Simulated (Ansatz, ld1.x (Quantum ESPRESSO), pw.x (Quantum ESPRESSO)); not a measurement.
**lanthanum (La): one change to the TM potential, in the atom and in the sc crystal**

| Item | Value |
| --- | --- |
| Element | lanthanum (La) |
| Generator | ld1.x (Quantum ESPRESSO) 7.5 |
| Type | norm-conserving Troullier–Martins (Kleinman–Bylander form) |
| Functional | PBE |
| Relativity | scalar-relativistic |
| Frozen core | [Xe] |
| Valence charge | 3 |
| Reference configuration | 4f0 5d1.5 6s1.5 6p0 |
| Partial waves | 6s (bound): rc 3.80 bohr; 6p (bound, empty): rc 3.65 bohr; 5d (bound): rc 2.60 bohr; 4f (bound, empty): rc 1.65 bohr |
| Local potential | all-electron potential smoothed inside 3.50 bohr (lloc = -1) |
| Core correction | a·sin(br)/r model core inside 1.35 bohr |

Change: all radii but the core radius scaled by about 1.32 (s 5.04, p 4.84, d 3.44, f 2.18 bohr); local potential all-electron potential smoothed inside 4.64 bohr (lloc = -1).

Cutoffs, loose and tight: the cutoffs (Ry, on a coarse ladder) from which the occupation-weighted sum of valence levels, in a spherical-Bessel basis at the reference potential, stays within 10 and 1 mRy of its value at 400 Ry. They do not see the model core or the augmentation charge, which bear on the density cutoff. Test errors are all-electron minus pseudo excitation energies from the reference, over the configurations 4f0 5d1 6s2 6p0; 4f0 5d1 6s1 6p0; 4f0 5d1 6s0 6p0; 4f0 5d2 6s1 6p0; 4f0 5d0 6s2 6p0; 4f1 5d1 6s0 6p0; 4f0 5d1 6s0 6p2; variants that change the core or the reference have their own tests.

Crystal test: sc La in pw.x 7.5, no spin, 10³ k-points, Fermi–Dirac smearing 0.01 Ry, cutoffs set for each file from its atomic test. The reference is all-electron LAPW (Ansatz 0.2.0) with the same functional, mesh and smearing; V0 and B0 come from Birch–Murnaghan fits to the pressures at five volumes. Errors are pseudo minus all-electron; Δ is the rms difference of the E(V) curves that follow from these fits, minima aligned, over ±6 % about the mean V0. Mesh and smearing are coarse, so the numbers serve the comparison and aren't converged zero-temperature values; the lattice is a test structure that the element need not adopt.

All-electron: a0 = 3.331 Å (V0 = 36.94 Å³/atom), B0 = 22.3 GPa.

Does the change bring the crystal closer to the all-electron result?

The mean pressure error goes from -0.51 to +5.03 GPa, so the change moves the solid further from the all-electron pressures.

| quantity | base | changed |
| --- | --- | --- |
| outcome (atom) | generated | generated |
| cutoff, loose (atom) | 10 Ry | 10 Ry |
| cutoff, tight (atom) | 15 Ry | 12 Ry |
| bound ghosts (atom) | s | none |
| largest test error (meV) (atom) | -1016 over the solved tests; 4 of 7 tests not solved or not reliable | -160 over the solved tests; 1 of 7 tests not solved or not reliable |
| cutoffs in pw.x (Ry) | 50/200 | 50/200 |
| a0 (Å) | 3.298 | – |
| a0 error (%) | -0.99 | – |
| B0 error (%) | -25.3 | – |
| Δ (meV/atom) | 5.0 | – |
| mean pressure error (GPa) | -0.51 | +5.03 |

A dash: not determined, or the minimum lies outside the volumes sampled.

Base: The largest radius (3.80 bohr) exceeds half the bond length (3.15 bohr), so the spheres overlap, which is one possible source of error among others. This is a poor potential for the solid. The free energy does not fall steadily as the cutoff rises, most likely since the density grid, which shrinks with it, is too coarse for the model core; the lower cutoffs are not converged. Note: ghost state, extra bound levels that the all-electron valence spectrum of the same l lacks: s at -3.4 eV. A true bound ghost makes a file unfit for plane-wave use. Atomic configuration tests: 4 of 7 tests not solved or not reliable. The cutoffs count occupied waves only; the empty 4f level needs 110 Ry at the loose tolerance. Changed file: The largest radius (5.04 bohr) exceeds half the bond length (3.15 bohr), so the spheres overlap, which is one possible source of error among others. This is a poor potential for the solid. Atomic configuration tests: 1 of 7 tests not solved or not reliable. The cutoffs count occupied waves only; the empty 4f level needs 80 Ry at the loose tolerance. The atomic cutoffs weigh occupied waves only.
